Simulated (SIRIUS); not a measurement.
C:

```
CELL_PARAMETERS angstrom
4.25517 0.00000 0.00000
0.00000 4.25517 0.00000
0.00000 0.00000 1.28229
ATOMIC_POSITIONS crystal
C 0.50000 0.50000 0.50000
```

The cell was built by a generator and needn't be a form met in nature.

Base run:

* Program: SIRIUS 7.10.0
* Functional: PBEint
* Potentials or basis: PseudoDojo 0.4.1 PBE standard (scalar relativistic)
* Cutoff: 1127 eV
* Density cutoff: 4507 eV
* k mesh: 6 × 6 × 20
* Occupations: fermi-dirac, width 0.05 eV
* Spin: no spin polarisation

Its results: band gap on the k mesh none (metal or under the smearing width); pressure -0.1 GPa.

Problem. After a change of settings the same cell gave: band gap on the k mesh none (metal or under the smearing width); pressure 0.9 GPa. Which change was it?
A. functional from PBEint to EV93PW91; libxc names from ["XC_GGA_X_PBEINT", "XC_GGA_C_PBEINT"] to ["XC_GGA_X_EV93", "XC_GGA_C_PW91"]
B. functional from PBEint to LDA; libxc names from ["XC_GGA_X_PBEINT", "XC_GGA_C_PBEINT"] to ["XC_LDA_X", "XC_LDA_C_PW"]
C. functional from PBEint to AM05; libxc names from ["XC_GGA_X_PBEINT", "XC_GGA_C_PBEINT"] to ["XC_GGA_X_AM05", "XC_GGA_C_AM05"]
D. functional from PBEint to HCTH407; libxc names from ["XC_GGA_X_PBEINT", "XC_GGA_C_PBEINT"] to ["XC_GGA_XC_HCTH_407"]

Solution. A.

Caveats: the potentials were made for another functional, which shifts forces and pressure; the potentials were made for a functional far from this one (some runs).
